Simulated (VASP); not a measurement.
Co:

```
Co
1.0
     1.88808   -3.19994    0.00000
     1.88808    3.19994    0.00000
     0.00000    0.00000    3.78117
Co
4
Cartesian
  1.8881 2.2240 0.2968
  1.8881 -0.9760 1.5938
  1.8881 -2.2240 3.4844
  1.8881 0.9760 2.1874
```

The cell was built by a generator and needn't be a form met in nature.

* Program: VASP 6.6.1
* Task: relaxation of cell and atoms
* Functional: PBEsol
* Potentials or basis: VASP PAW PBE potentials, release 64 (Co)
* Cutoff: 600 eV
* k mesh: 6 × 6 × 4
* Occupations: gaussian, width 0.1 eV
* Spin: collinear spin, typed start
* Starting moments: [1.68, 1.68, 1.68, 1.68] μB

At the start: pressure 17.5 GPa; volume 11.42 Å³/atom.

Task: How do energy, volume and symmetry change on relaxing?

Result: Over 27 steps the energy falls by 343.4 meV/atom and the volume is 11.25 Å³/atom (-1.5 %); space group Fmmm (No. 69, to 0.05 Å); moment 5.88 μB per cell.

The path:
```csv
step,energy change (eV),largest force (eV/Å),pressure (GPa),volume (Å³)
1,0.0000,0.6631,17.55,45.69
2,-0.1847,0.3185,-10.93,54.42
3,-0.3168,0.2953,-2.16,50.62
4,-0.3170,0.2937,-1.85,50.51
5,-0.3815,0.5424,-0.34,50.09
6,-0.4977,1.5891,5.19,48.65
7,-0.4949,2.0269,8.16,48.01
8,-0.5019,2.0453,8.17,47.99
9,-0.5223,2.0967,8.13,47.95
10,-0.5586,2.1811,8.03,47.84
11,-0.6106,2.2807,7.80,47.59
12,-0.6001,2.2158,8.42,46.91
13,-0.6257,2.2938,8.12,47.28
14,-0.7046,2.1038,5.88,47.52
15,-0.8853,1.5510,-0.33,48.23
16,-1.0257,0.7031,-10.16,49.66
17,-1.1138,0.6451,-8.96,48.88
18,-1.3018,0.3495,-4.13,46.59
19,-1.0107,1.9099,14.63,42.21
20,-1.3314,0.3373,-1.75,45.73
21,-1.3363,0.4165,-0.01,45.18
22,-1.3365,0.3957,-0.32,45.28
23,-1.3463,0.3527,-0.09,45.13
24,-1.3658,0.1821,1.33,44.68
25,-1.3428,0.3118,5.31,43.79
26,-1.3684,0.0968,2.08,44.48
27,-1.3734,0.0315,0.00,44.98
```

Final structure:
```
Co
1.0
     1.74197   -3.91070    0.00000
     1.74197    3.91070    0.00000
     0.00000    0.00000    3.30161
Co
4
Direct
  0.14124 0.85876 0.00105
  0.64124 0.35876 0.49895
  0.85876 0.14124 0.99895
  0.35876 0.64124 0.50105
```

Caveat: the k mesh is coarse (spacing up to 0.42 Å⁻¹), so the values aren't converged; the PAW data sets were made with another functional, which shifts forces and pressure a little.
